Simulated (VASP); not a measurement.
# FeSi23 (a cell with a defect) in VASP: further runs, part 2 of 2

VASP 6.6.1. The steps go on from the part before.

### Step 3. Single point, PBEsol+U, collinear spin, ferromagnetic start

The input, INCAR:

```
PREC = Accurate
ENCUT = 350
EDIFF = 1E-5
ISMEAR = 0
SIGMA = 0.03
LREAL = Auto
LASPH = T
NELM = 120
ALGO = Normal
ISIF = 2
LWAVE = F
LCHARG = F
ISPIN = 2
MAGMOM = 0.01 0 0 0 0 0 0 0 0 0 0 0 0 0 0 0 0 0 0 0 0 0 0 0
LORBIT = 11
LMAXMIX = 4
LDAU = T
LDAUTYPE = 2
LDAUL = 2 -1
LDAUU = 4 0
LDAUJ = 0 0
LDAUPRINT = 1
GGA = PS
NBANDS = 72
ISYM = 0
KPAR = 4
```

The input, KPOINTS:

```
Automatic mesh
0
Gamma
  2 3 3
```

The input, POSCAR:

```
FeSi23                                  
1.0
    0.0000000000      8.1555000000      8.1555000000
    5.4370000000      0.0000000000      5.4370000000
    5.4370000000      5.4370000000      0.0000000000
  Fe              Si            
     1    23
Direct
     0.0004784893117146    0.9990405005912028    0.9976281903113661
     0.0007057907267219    0.0006844485155663    0.4983935881602212
     0.0013195856520346    0.4999129293600607    0.9983789898041382
     0.0006235717326371    0.5008794153389428    0.4991760673198032
     0.3342664822657010    0.9993432796908985    0.9985668636392662
     0.3323335256744741    0.9997811257129021    0.5026104622215208
     0.3325483212637648    0.5039005067660419    0.9979320005406047
     0.3337006313959472    0.5004683245204514    0.4984091249506730
     0.6677886296732664    0.0014906662838299    0.0003400734466049
     0.6698226880662952    0.0003360894458366    0.4968411175238828
     0.6706471027256553    0.4977851017485768    0.9983661559002970
     0.6680512031187504    0.5002214714162067    0.4988470289449743
     0.0809701083659401    0.1200266103471542    0.1184675637905773
     0.0803684948068398    0.1213590725180959    0.6371236162821013
     0.0805841178488769    0.6387098636331793    0.1197457057474212
     0.0832565481430660    0.6262265561777918    0.6239357412568017
     0.4147816085495256    0.1274600118039351    0.1261276887652148
     0.4181792425827253    0.1255121592762992    0.6229338137147309
     0.4189706819650684    0.6235695962661717    0.1235419318789884
     0.4177262454911719    0.6248496454138410    0.6229479846849150
     0.7602476793941213    0.1206368669362085    0.1194796988136016
     0.7504838212531515    0.1253104389386160    0.6251290680196456
     0.7509759406887118    0.6262377577188775    0.1237996237730184
     0.7510284893038355    0.6257845615793121    0.6238329005096462
```

Potentials or basis: VASP PAW PBE potentials, release 64 (Fe, Si).

Command:

```sh
$ cat potpaw_PBE.64/Fe/POTCAR potpaw_PBE.64/Si/POTCAR > POTCAR
$ mpirun -np 4 vasp_std > vasp.out
```

Wall time 2.6 min (4 MPI ranks of Intel Xeon 6975P-C (Granite Rapids), shared host); peak memory 0.66 GiB.

Results (log left out):

- Free energy: -134.6810 eV
- Pressure: -1.3 GPa
- Largest force: 0.084 eV/Å
- Band gap on the k mesh: 0.40 eV, indirect (least direct gap 0.59 eV)
- Net moment: 0.00 μB per cell
- Site moments: Fe +0.02; Si -0.00 μB
- Valence electrons inside the program's atomic spheres: Fe 7.49; Si 1.68, 1.69, 1.67

Forces on the atoms (eV/Å):
```
Fe   0.054 -0.015 -0.008
Si  -0.013  0.006 -0.009
Si   0.008 -0.011  0.001
Si  -0.006 -0.008 -0.006
Si  -0.004 -0.009 -0.009
Si   0.002  0.002 -0.011
Si   0.006 -0.007  0.008
Si   0.003  0.011  0.003
Si  -0.023  0.010  0.010
Si  -0.011 -0.014 -0.008
Si   0.008 -0.019 -0.011
Si   0.014 -0.011 -0.001
Si  -0.031 -0.035 -0.038
Si   0.023  0.020 -0.002
Si   0.008 -0.004  0.016
Si   0.002  0.011  0.007
Si   0.004  0.007  0.005
Si  -0.007  0.005  0.008
Si   0.001 -0.005  0.005
Si   0.019  0.006  0.002
Si  -0.034  0.059  0.050
Si  -0.012 -0.004  0.003
Si  -0.019  0.000 -0.009
Si   0.008  0.004 -0.006
```

Stress tensor (GPa, compression positive):
```
-1.45  0.27  0.27
 0.27 -1.23 -0.06
 0.27 -0.06 -1.23
```

Levels at points of the mesh, in eV from the valence-band top:
Spin up:
```
           k point  band 46  band 47  band 48  band 49  band 50  band 51  band 52  band 53  band 54  band 55
(0.00, 0.00, 0.00)    -0.56    -0.55    -0.23    -0.02     0.00     1.09     1.18     1.28     1.28     1.39
(0.50, 0.00, 0.00)    -0.75    -0.54    -0.47    -0.07    -0.07     0.51     1.12     1.13     1.22     1.23
```
Spin down:
```tsv
k point	band 48	band 49	band 50	band 51	band 52	band 53
(0.00, 0.00, 0.00)	-0.23	-0.02	0.00	1.09	1.18	1.28
(0.50, 0.00, 0.00)	-0.47	-0.07	-0.07	0.52	1.12	1.13
```

Eigenvalues of the final occupation matrices:
```
    site  spin  trace               eigenvalues
site 1 d     1   3.33  0.52 0.55 0.56 0.85 0.85
site 1 d     2   3.31  0.52 0.54 0.55 0.85 0.85
```

Caveat: the PAW data sets were made with another functional, which shifts forces and pressure a little; the U is typed as a test and isn't derived for this compound. The state reached can hang on the start; a lower one may exist.

### Step 4. Single point, PBEsol+U, collinear spin, zero start

Edit INCAR of step 3 so:

```diff
@@ -13,4 +13,5 @@
 ISPIN = 2
-MAGMOM = 0.01 0 0 0 0 0 0 0 0 0 0 0 0 0 0 0 0 0 0 0 0 0 0 0
+MAGMOM = 0 0 0 0 0 0 0 0 0 0 0 0 0 0 0 0 0 0 0 0 0 0 0 0
 LORBIT = 11
+NUPDOWN = 0
 LMAXMIX = 4
@@ -19,3 +20,3 @@
 LDAUL = 2 -1
-LDAUU = 4 0
+LDAUU = 6 0
 LDAUJ = 0 0
```

KPOINTS is that of step 3.

POSCAR is that of step 3.

Command:

```sh
$ cat potpaw_PBE.64/Fe/POTCAR potpaw_PBE.64/Si/POTCAR > POTCAR
$ mpirun -np 4 vasp_std > vasp.out
```

Wall time 5.6 min (4 MPI ranks of Intel Xeon 6975P-C (Granite Rapids), shared host); peak memory 0.67 GiB.

It converged, with:

- Free energy: -132.7309 eV
- Pressure: -1.3 GPa
- Largest force: 0.131 eV/Å
- Net moment: 0.00 μB per cell
- Valence electrons inside the program's atomic spheres: Fe 7.52; Si 1.68, 1.69, 1.67

Forces in eV/Å, atoms in the order of the input:
```
Fe   0.020 -0.094 -0.088
Si  -0.002  0.018  0.048
Si   0.019  0.045  0.013
Si  -0.016 -0.005 -0.002
Si   0.032  0.001  0.001
Si   0.008  0.000 -0.013
Si   0.012 -0.010  0.007
Si   0.002  0.011  0.002
Si  -0.007  0.010  0.010
Si  -0.013 -0.008 -0.003
Si   0.006 -0.014 -0.005
Si   0.014 -0.014 -0.004
Si   0.064  0.052  0.050
Si  -0.048 -0.057  0.040
Si  -0.064  0.039 -0.060
Si   0.008  0.007  0.003
Si  -0.019  0.012  0.009
Si  -0.008  0.001  0.004
Si   0.000 -0.009  0.001
Si   0.022  0.007  0.002
Si   0.009 -0.002 -0.012
Si  -0.018  0.000  0.007
Si  -0.025  0.004 -0.005
Si   0.005  0.005 -0.005
```

Stress tensor (GPa, compression positive):
```
-1.43  0.33  0.33
 0.33 -1.19 -0.03
 0.33 -0.03 -1.19
```

Eigenvalues of the final occupation matrices:
```csv
site,spin,trace,eigenvalues
site 1 d,1,3.34,0.47 0.54 0.57 0.88 0.88
site 1 d,2,3.34,0.46 0.54 0.57 0.88 0.88
```

Caveat: the PAW data sets were made with another functional, which shifts forces and pressure a little; the total moment is fixed, so each spin has its own Fermi level; the U is typed as a test and isn't derived for this compound.

### Step 5. Single point, PBEsol+U, collinear spin, zero start

Edit INCAR of step 4 so:

```diff
@@ -20,3 +20,3 @@
 LDAUL = 2 -1
-LDAUU = 6 0
+LDAUU = 4 0
 LDAUJ = 0 0
```

KPOINTS is that of step 4.

POSCAR is that of step 4.

Potentials or basis: VASP PAW PBE potentials, release 64 (Fe, Si).

Command:

```sh
$ cat potpaw_PBE.64/Fe/POTCAR potpaw_PBE.64/Si/POTCAR > POTCAR
$ mpirun -np 4 vasp_std > vasp.out
```

OUTCAR:

```text
PREC = Accurate
   ENCUT = 350
   EDIFF = 1E-5
   ISMEAR = 0
   LREAL = Auto
   LASPH = T
   NELM = 120
   ISIF = 2
   ISPIN = 2
   LORBIT = 11
   NUPDOWN = 0
   GGA = PS
   ISYM = 0

 ion  position               nearest neighbor table
   1  0.000  0.999  0.998-  15 2.26  21 2.26  14 2.26  13 2.28
   2  0.001  0.001  0.498-  16 2.35  22 2.36  14 2.38  13 2.39
   3  0.001  0.500  0.998-  16 2.35  23 2.36  15 2.38  13 2.39
   4  0.001  0.501  0.499-  16 2.35  24 2.35  15 2.38  14 2.38
   5  0.334  0.999  0.999-  18 2.36  19 2.36  17 2.36  13 2.39
   6  0.332  1.000  0.503-  18 2.35  20 2.35  17 2.36  14 2.37
[... 16 lines left out ...]
  23  0.751  0.626  0.124-  11 2.35  12 2.35   9 2.36   3 2.36
  24  0.751  0.626  0.624-   4 2.35  11 2.35  10 2.35  12 2.35

[... 1557 lines left out ...]
     10.86264      8.15532      8.15954        -0.004170     -0.009153     -0.008738
      8.16850      5.44304      8.14616         0.002146      0.001997     -0.011413
[... 16 lines left out ...]
      4.07795      6.79768      9.52944        -0.018970     -0.000026     -0.008598
      6.79417      9.51679      9.52740         0.008439      0.003790     -0.006476
 -----------------------------------------------------------------------------------
    total drift:                               -0.002253     -0.001375     -0.003141

  FREE ENERGIE OF THE ION-ELECTRON SYSTEM (eV)
  ---------------------------------------------------
  free  energy   TOTEN  =      -134.6810381503 eV

  energy  without entropy=     -134.6810381503  energy(sigma->0) =     -134.68103815

 total charge

# of ion       s       p       d       tot
------------------------------------------
    1        0.507   0.366   6.613   7.485
    2        0.758   0.917   0.000   1.675
    3        0.758   0.917   0.000   1.675
    4        0.757   0.920   0.000   1.677
    5        0.756   0.922   0.000   1.678
    6        0.755   0.929   0.000   1.683
[... 16 lines left out ...]
   23        0.752   0.938   0.000   1.690
   24        0.751   0.942   0.000   1.692
--------------------------------------------------
tot         17.919  21.633   6.613  46.165

 magnetization (x)

# of ion       s       p       d       tot
------------------------------------------
    1       -0.000   0.002  -0.024  -0.023
    2        0.000   0.000   0.000   0.000
    3        0.000   0.000   0.000   0.000
    4        0.000   0.000   0.000   0.000
    5        0.000   0.000   0.000   0.000
    6        0.000   0.000   0.000   0.000
[... 16 lines left out ...]
   23        0.000   0.000   0.000   0.000
   24        0.000   0.000   0.000   0.000
--------------------------------------------------
tot          0.002   0.010  -0.024  -0.012
```

stdout:

```text
POSCAR found type information on POSCAR FeSi
 POSCAR found :  2 types and      24 ions
 scaLAPACK will be used
 -----------------------------------------------------------------------------
|                                                                             |
|                                                                             |
|     You enforced a specific xc type in the INCAR file but a different       |
|     I HOPE YOU KNOW WHAT YOU ARE DOING!                                     |
|                                                                             |
 -----------------------------------------------------------------------------

 LDA part: xc-table for (Slater+PW92), standard interpolation
 POSCAR, INCAR and KPOINTS ok, starting setup
 FFT: planning ... GRIDC
 FFT: planning ... GRID_SOFT
 FFT: planning ... GRID
 WAVECAR not read
 entering main loop
```

It took 2.4 min on 4 MPI ranks of Intel Xeon 6975P-C (Granite Rapids), shared host; peak memory 0.67 GiB.

Results:

* Free energy: -134.6810 eV
* Pressure: -1.3 GPa
* Largest force: 0.085 eV/Å
* Net moment: 0.00 μB per cell
* Site moments: Fe -0.02; Si +0.00 μB
* Valence electrons inside the program's atomic spheres: Fe 7.49; Si 1.68, 1.69, 1.67

Forces on the atoms (eV/Å):
```
Fe   0.054 -0.015 -0.008
Si  -0.013  0.006 -0.009
Si   0.008 -0.011  0.001
Si  -0.006 -0.008 -0.006
Si  -0.004 -0.009 -0.009
Si   0.002  0.002 -0.011
Si   0.006 -0.007  0.008
Si   0.003  0.011  0.003
Si  -0.023  0.010  0.010
Si  -0.011 -0.013 -0.008
Si   0.008 -0.019 -0.011
Si   0.014 -0.011 -0.001
Si  -0.032 -0.036 -0.038
Si   0.024  0.021 -0.003
Si   0.008 -0.004  0.017
Si   0.002  0.011  0.007
Si   0.004  0.007  0.005
Si  -0.007  0.005  0.008
Si   0.001 -0.005  0.005
Si   0.019  0.006  0.002
Si  -0.034  0.059  0.050
Si  -0.012 -0.004  0.003
Si  -0.019  0.000 -0.009
Si   0.008  0.004 -0.006
```

Eigenvalues of the final occupation matrices:
| site | spin | trace | eigenvalues |
| --- | --- | --- | --- |
| site 1 d | 1 | 3.31 | 0.52 0.54 0.55 0.85 0.85 |
| site 1 d | 2 | 3.33 | 0.53 0.55 0.56 0.85 0.85 |

Caveat: the PAW data sets were made with another functional, which shifts forces and pressure a little; the total moment is fixed, so each spin has its own Fermi level; the U is typed as a test and isn't derived for this compound. The state reached can hang on the start; a lower one may exist.

### Step 6. Single point, PBEsol+U, collinear spin, ferromagnetic start

Edit INCAR of step 5 so:

```diff
@@ -13,5 +13,5 @@
 ISPIN = 2
-MAGMOM = 0 0 0 0 0 0 0 0 0 0 0 0 0 0 0 0 0 0 0 0 0 0 0 0
+MAGMOM = 4 0 0 0 0 0 0 0 0 0 0 0 0 0 0 0 0 0 0 0 0 0 0 0
 LORBIT = 11
-NUPDOWN = 0
+NUPDOWN = 4
 LMAXMIX = 4
```

KPOINTS is that of step 5.

POSCAR is that of step 5.

Potentials or basis: VASP PAW PBE potentials, release 64 (Fe, Si).

Command:

```sh
$ cat potpaw_PBE.64/Fe/POTCAR potpaw_PBE.64/Si/POTCAR > POTCAR
$ mpirun -np 4 vasp_std > vasp.out
```

OUTCAR:

```text
PREC = Accurate
   ENCUT = 350
   EDIFF = 1E-5
   ISMEAR = 0
   LREAL = Auto
   LASPH = T
   NELM = 120
   ISIF = 2
   ISPIN = 2
   LORBIT = 11
   NUPDOWN = 4
   GGA = PS
   ISYM = 0

 ion  position               nearest neighbor table
   1  0.000  0.999  0.998-  15 2.26  21 2.26  14 2.26  13 2.28
   2  0.001  0.001  0.498-  16 2.35  22 2.36  14 2.38  13 2.39
   3  0.001  0.500  0.998-  16 2.35  23 2.36  15 2.38  13 2.39
   4  0.001  0.501  0.499-  16 2.35  24 2.35  15 2.38  14 2.38
   5  0.334  0.999  0.999-  18 2.36  19 2.36  17 2.36  13 2.39
   6  0.332  1.000  0.503-  18 2.35  20 2.35  17 2.36  14 2.37
[... 16 lines left out ...]
  23  0.751  0.626  0.124-  11 2.35  12 2.35   9 2.36   3 2.36
  24  0.751  0.626  0.624-   4 2.35  11 2.35  10 2.35  12 2.35

IMPORTANT INFORMATION: All symmetrisations will be switched off!
NOSYMM: (Re-)initialisation of all symmetry stuff for point group C_1.

----------------------------------------------------------------------------------------

                                     Primitive cell

  volume of cell :     482.1690

  direct lattice vectors                    reciprocal lattice vectors
[... 1532 lines left out ...]
  energy-cutoff  :      350.00
  volume of cell :      482.17
      direct lattice vectors                 reciprocal lattice vectors
     0.000000000  8.155500000  8.155500000    -0.061308320  0.061308320  0.061308320
     5.437000000  0.000000000  5.437000000     0.091962479 -0.091962479  0.091962479
     5.437000000  5.437000000  0.000000000     0.091962479  0.091962479 -0.091962479

 POSITION                                       TOTAL-FORCE (eV/Angst)
 -----------------------------------------------------------------------------------
     10.85589      5.42801      5.43569         0.107017     -0.060438     -0.050987
      2.71349      2.71552      0.00948         0.009837     -0.049550      0.012337
      8.14621      5.43895      2.72879         0.030057      0.010076     -0.053890
      5.43730      2.71911      2.72837        -0.042360     -0.037441     -0.034806
     10.86264      8.15532      8.15954         0.105382     -0.064873     -0.064728
      8.16850      5.44304      8.14616         0.009129     -0.130686     -0.002849
[... 16 lines left out ...]
      4.07795      6.79768      9.52944        -0.023235      0.004613      0.028388
      6.79417      9.51679      9.52740         0.010728      0.013899      0.003912
 -----------------------------------------------------------------------------------
    total drift:                               -0.001702     -0.002156     -0.003584

  FREE ENERGIE OF THE ION-ELECTRON SYSTEM (eV)
  ---------------------------------------------------
  free  energy   TOTEN  =      -135.4443003098 eV

  energy  without entropy=     -135.4427692702  energy(sigma->0) =     -135.44353479

 total charge

# of ion       s       p       d       tot
------------------------------------------
    1        0.544   0.513   6.252   7.308
    2        0.758   0.913   0.000   1.671
    3        0.758   0.912   0.000   1.671
    4        0.758   0.915   0.000   1.673
    5        0.755   0.923   0.000   1.678
    6        0.754   0.929   0.000   1.682
[... 16 lines left out ...]
   23        0.752   0.939   0.000   1.690
   24        0.751   0.942   0.000   1.693
--------------------------------------------------
tot         17.973  21.815   6.252  46.039

 magnetization (x)

# of ion       s       p       d       tot
------------------------------------------
    1        0.032   0.127   2.889   3.047
    2        0.006   0.012   0.000   0.017
    3        0.006   0.012   0.000   0.018
    4        0.006   0.010   0.000   0.016
    5        0.005   0.020   0.000   0.025
    6        0.003   0.013   0.000   0.016
[... 16 lines left out ...]
   23       -0.000   0.003   0.000   0.002
   24       -0.000   0.001   0.000   0.000
--------------------------------------------------
tot          0.097   0.280   2.889   3.266
```

stdout:

```text
POSCAR found type information on POSCAR FeSi
 POSCAR found :  2 types and      24 ions
 scaLAPACK will be used
 -----------------------------------------------------------------------------
|                                                                             |
|                                                                             |
|     You enforced a specific xc type in the INCAR file but a different       |
|     I HOPE YOU KNOW WHAT YOU ARE DOING!                                     |
|                                                                             |
 -----------------------------------------------------------------------------

 LDA part: xc-table for (Slater+PW92), standard interpolation
 POSCAR, INCAR and KPOINTS ok, starting setup
 FFT: planning ... GRIDC
 FFT: planning ... GRID_SOFT
 FFT: planning ... GRID
 WAVECAR not read
 entering main loop
```

Run time: 3.2 min. Hardware: 4 MPI ranks of Intel Xeon 6975P-C (Granite Rapids), shared host; peak memory 0.67 GiB.

What came out:

```
Free energy                                           : -135.4443 eV
Pressure                                              : -0.1 GPa
Largest force                                         : 1.227 eV/Å
Net moment                                            : 4.00 μB per cell
Site moments                                          : Fe +3.05; Si +0.02, +0.03, +0.00, +0.01, -0.01, -0.00, +0.04 μB
Valence electrons inside the program's atomic spheres : Fe 7.31; Si 1.67, 1.68, 1.69, 1.71
```

Forces on the atoms (eV/Å):
```
Fe   0.107 -0.060 -0.051
Si   0.010 -0.050  0.012
Si   0.030  0.010 -0.054
Si  -0.042 -0.037 -0.035
Si   0.105 -0.065 -0.065
Si   0.009 -0.131 -0.003
Si   0.013  0.001 -0.123
Si  -0.003  0.004 -0.004
Si   0.069 -0.028 -0.027
Si   0.008 -0.136 -0.025
Si   0.027 -0.036 -0.134
Si   0.009 -0.018 -0.009
Si   0.577  0.747  0.743
Si  -0.747 -0.554  0.781
Si  -0.764  0.781 -0.559
Si  -0.022  0.040  0.037
Si  -0.073  0.057  0.054
Si  -0.002  0.060 -0.004
Si   0.006 -0.017  0.061
Si   0.021  0.010  0.005
Si   0.691 -0.630 -0.641
Si  -0.017  0.034  0.008
Si  -0.023  0.005  0.028
Si   0.011  0.014  0.004
```

Eigenvalues of the final occupation matrices:
```tsv
site	spin	trace	eigenvalues
site 1 d	1	4.59	0.90 0.91 0.92 0.93 0.93
site 1 d	2	1.69	0.03 0.03 0.50 0.53 0.60
```

Caveat: the PAW data sets were made with another functional, which shifts forces and pressure a little; the total moment is fixed, so each spin has its own Fermi level; the U is typed as a test and isn't derived for this compound. The state reached can hang on the start; a lower one may exist.

### Step 7. Summary

| task | spin | U | fixed moment (μB) | cell | pressure (GPa) | moment (μB) | largest force (eV/Å) |
| --- | --- | --- | --- | --- | --- | --- | --- |
| relaxation of the atoms | collinear, zero start | Fe d U = 4 eV | 0 | atoms relaxed from: atoms moved at random, drawn with an rms of 0.05 Å | -1.3 | 0.00 | 0.02 |
| single point | collinear, ferromagnetic start | Fe d U = 4 eV | - | as given | -1.3 | 0.00 | 0.08 |
| single point | collinear, zero start | Fe d U = 6 eV | 0 | as given | -1.3 | 0.00 | 0.13 |
| single point | collinear, zero start | Fe d U = 4 eV | 0 | as given | -1.3 | 0.00 | 0.08 |
| single point | collinear, ferromagnetic start | Fe d U = 4 eV | 4 | as given | -0.1 | 4.00 | 1.23 |

Alike in all rows: level PBEsol+U; potentials or basis VASP PAW PBE potentials, release 64 (Fe, Si); k mesh 2 × 3 × 3; cutoff (eV) 350; smearing gaussian 0.03 eV.

Caveats: the PAW data sets were made with another functional, which shifts forces and pressure a little; the U is typed as a test and isn't derived for this compound; the total moment is fixed, so each spin has its own Fermi level (some runs).

Absolute energies hang on the potentials; compare differences alone.
